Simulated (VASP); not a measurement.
# NaCl: evGW quasiparticle levels with PBE

NaCl:

```
Cl Na
1.0
     0.00000    2.79406    2.79406
     2.79406    0.00000    2.79406
     2.79406    2.79406    0.00000
Cl Na
1 1
Direct
  0.50000 0.50000 0.50000
  0.00000 0.00000 0.00000
```

The cell is a database's computed one.

* Program: VASP 6.6.1
* Task: evGW quasiparticle levels
* Functional: PBE
* Potentials or basis: VASP PAW PBE potentials, release 64 (Cl_GW, Na_sv_GW)
* Cutoff: 450 eV
* k mesh: 4 × 4 × 4
* Occupations: gaussian, width 0.01 eV
* Spin: no spin polarisation
* Cutoff of the response function: 200
* Frequency points: 64
* Empty bands: 164
* GW scheme: evGW
* GW iterations: 4
* Further INCAR settings: ALGO = EVGW; EDIFF = 1e-08; NBANDS = 172

* Band gap on the k mesh, mean-field level: 5.22 eV, direct
* Quasiparticle gap: 9.34 eV
* Least direct quasiparticle gap: 9.34 eV

Levels at points of the mesh, in eV from the valence-band top:
| k point | band 5 | band 6 | band 7 | band 8 | band 9 | band 10 | band 11 | band 12 |
| --- | --- | --- | --- | --- | --- | --- | --- | --- |
| (0.00, 0.00, 0.00) | -12.72 | 0.00 | 0.00 | 0.00 | 5.22 | 11.06 | 11.06 | 11.06 |
| (0.50, 0.00, 0.00) | -12.36 | -2.01 | -0.28 | -0.28 | 7.31 | 10.86 | 10.95 | 10.95 |
| (0.50, 0.50, 0.00) | -12.31 | -1.73 | -0.62 | -0.62 | 7.60 | 8.02 | 11.52 | 15.04 |

Quasiparticle gap after each update of the energies (eV): 8.13, 9.04, 9.28, 9.34

Run time: 8.8 min on 1 thread of Intel(R) Xeon(R) Platinum 8488C (Sapphire Rapids), with other jobs on the host, peak memory 0.51 GiB.

Caveat: the k mesh is coarse (spacing up to 0.49 Å⁻¹), so the values aren't converged; bands, screening cutoff and mesh are small and nothing is extrapolated, so the quasiparticle values aren't converged.
